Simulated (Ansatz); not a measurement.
The system is HfN.

```
Hf N
1.0
     0.00000    2.25600    2.25600
     2.25600    0.00000    2.25600
     2.25600    2.25600    0.00000
Hf N
1 1
Direct
  0.00000 0.00000 0.00000
  0.50000 0.50000 0.50000
```

Base run:

| Item | Value |
| --- | --- |
| Program | Ansatz 0.2.0 |
| Functional | PBEsol |
| Potentials or basis | Ansatz PAW |
| Cutoff | 420 eV (not typed: the program's choice for these potentials) |
| k mesh | 7 × 7 × 7 |
| Occupations | fermi-dirac, width 0.05 eV |
| Spin | spin-orbit coupling, no magnetisation |

Its results: band gap on the k mesh none (metal or under the smearing width); pressure -2.1 GPa.

Problem. The run is repeated on the same cell with these changes: functional from PBEsol to LDA. What comes out?

Solution. Band gap on the k mesh none (metal or under the smearing width); pressure -8.5 GPa.

LDA binds more tightly than PBEsol, so the same cell stands under less pressure.

Caveats: the PAW data sets come from PBE, with cores solved anew for the run's functional, which leaves a small shift of forces and pressure.
